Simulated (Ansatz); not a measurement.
A plane-wave DFT run in Ansatz 0.2.0 (scalar-relativistic PAW potentials unless the input names others): input and command.

```yaml
crystal:
  lattice:
    - [0.0, 0.0, -2.7591133678]
    - [-2.9510604865, 0.0, 0.0]
    - [0.0, 13.3042419459, 0.0]
  atoms:
    - { symbol: Cu, position: [0.5, 0.5, 0.0554533753] }
    - { symbol: Cu, position: [0.0, 0.0, 0.8318006294] }
    - { symbol: Cu, position: [0.5, 0.5, 0.2772668765] }
    - { symbol: Cu, position: [0.0, 0.0, 0.1663601259] }
    - { symbol: Cu, position: [0.5, 0.5, 0.4990803776] }
    - { symbol: Cu, position: [0.0, 0.0, 0.3881736271] }
    - { symbol: Cu, position: [0.5, 0.5, 0.7208938788] }
    - { symbol: Cu, position: [0.0, 0.0, 0.6099871282] }
basis:
  ecutwfc: 420
kpoints:
  mp_grid: { grid: [21, 20, 5], shift: [0.5, 0.5, 0.5] }
hamiltonian:
  xc: pbe
scf:
  occupations: { method: gaussian, width: 0.15 }
output:
  forces: true
  eigenvalues: true
  stress: true
```

```bash
ansatz run input.yaml --threads 2 --pin off --max-ram 5120MiB --backend cpu --events-out ev --progress --plain --runs-dir out
```

Abridged log:
```
Pseudopotentials: kind: paw
Pseudopotential: Cu, paw, valence charge 19, recommended cutoff 420 eV (normal)
Functional definition: PBE
Crystal: 8 atoms, lattice volume = 108.327 Å³
Basis set: ecut = 420 eV, 2125 PW (Γ), exchange–correlation on 40×40×180 points (8 copies of the dense FFT grid, shifted against one another)
Bands: 92, of which v1, the nominal top of the filled ones, is band 76 counted from 1 (75 counted from 0)
Symmetry: 8 space group operations
Space group: Pmmn (ITA 59), of the structure as read, at distance tolerance 4.8e-5 Å
k-points: 330 of 2100
Initial density: superposition of atomic densities (neutral atoms: chi_scale 0, normalization atom), corrected by the library's trained network
Initial wavefunctions: pseudopotential atomic-orbital guess
Functional: x = pbe(κ = 0.804, μ = 0.21951497), c = pbe(β = 0.06672455)
SCF iter   1: F=—  HF=-52999.985756 eV  |F-HF|=—  |Δ(HF+E_count)|=         —  Δρ=1.73e-3  dr2=1.61e-2  ethr=1.77e-3  ⟨swp⟩=4.8  Hψ=93431  notcnv=0  defer=854
SCF iter   2: F=—  HF=-52999.985742 eV  |F-HF|=—  |Δ(HF+E_count)|=   1.40e-5  Δρ=2.00e-3  dr2=2.77e-3  ethr=1.06e-5  ⟨swp⟩=1.9  Hψ=46469  notcnv=0  defer=876
SCF iter   3: F=—  HF=-52999.985489 eV  |F-HF|=—  |Δ(HF+E_count)|=   2.53e-4  Δρ=1.35e-3  dr2=1.21e-3  ethr=1.82e-6  ⟨swp⟩=2.0  Hψ=41533  notcnv=0  defer=876
SCF iter   4: F=—  HF=-52999.985264 eV  |F-HF|=—  |Δ(HF+E_count)|=   2.25e-4  Δρ=2.99e-4  dr2=6.84e-5  ethr=7.99e-7  ⟨swp⟩=2.0  Hψ=39798  notcnv=0  defer=876
SCF iter   5: F=—  HF=-52999.985181 eV  |F-HF|=—  |Δ(HF+E_count)|=   8.33e-5  Δρ=1.43e-4  dr2=1.27e-5  ethr=4.50e-8  ⟨swp⟩=2.0  Hψ=41211  notcnv=0  defer=876
SCF iter   6: F=—  HF=-52999.985178 eV  |F-HF|=—  |Δ(HF+E_count)|=   2.15e-6  Δρ=4.06e-5  dr2=1.13e-6  ethr=8.37e-9  ⟨swp⟩=2.0  Hψ=39442  notcnv=0  defer=876
SCF iter   7: F=—  HF=-52999.985179 eV  |F-HF|=—  |Δ(HF+E_count)|=   8.69e-8  Δρ=2.23e-5  dr2=3.11e-7  ethr=7.46e-10  ⟨swp⟩=2.0  Hψ=41256  notcnv=0  defer=876
SCF iter   8: F=-52999.985179 eV  HF=-52999.985179 eV  |F-HF|=2.71e-9  |Δ(HF+E_count)|=   5.22e-8  Δρ=4.41e-6  dr2=1.93e-8  ethr=6.58e-11  ⟨swp⟩=8.9  Hψ=133349  notcnv=0
SCF 1 converged in 8 iterations: F = -52999.985179 eV  dr2 = 1.93e-8
SCF converged after 8 iterations
Free energy (F): -52999.985179 eV
Harris-Foulkes:  -52999.985179 eV  (|F-HF|=2.71e-9)
Internal energy: -52999.954676 eV  (E = F + TS)
E sigma→0 (E₀):  -52999.969927 eV
Entropy (-TS):   -0.030503 eV (-3.813 meV/atom)
Fermi energy:    14.068281 eV
--- Forces (eV/Å), atoms counted from 1 ---
  atom   1  Cu     0.00000000    -0.45704982     0.00000000
  atom   2  Cu     0.00000000     0.45704982     0.00000000
  atom   3  Cu     0.00000000     0.02510651     0.00000000
  atom   4  Cu     0.00000000    -0.13723058     0.00000000
  atom   5  Cu     0.00000000     0.03616745     0.00000000
  atom   6  Cu     0.00000000    -0.03616745     0.00000000
  atom   7  Cu     0.00000000     0.13723058     0.00000000
  atom   8  Cu     0.00000000    -0.02510651     0.00000000
--- Stress (GPa, compression-positive) ---
       -3.964719       0.000000       0.000000
        0.000000      -2.942625       0.000000
        0.000000       0.000000      -3.737386
  P = ⅓ Tr σ = -3.5482 GPa (-35.482 kbar)
```

Apart from outputs and empty bands, the input differs from a reference run on usual settings in kpoints.mp_grid.shift: not typed → [0.5, 0.5, 0.5]. The reference, at the same geometry (not necessarily relaxed), gave pressure -3.54 GPa, largest force 0.459 eV/Å, no gap on the mesh. This run converged in 8 SCF iterations (reference: 8) with an energy at zero smearing 0.13 meV/atom above the reference's, pressure -3.55 GPa, largest force 0.457 eV/Å, no gap on the mesh.

The run took 25 s on 2 threads of AMD EPYC 9R45 96-Core Processor (Zen 5), with other jobs on the host, peak memory 2.1 GiB.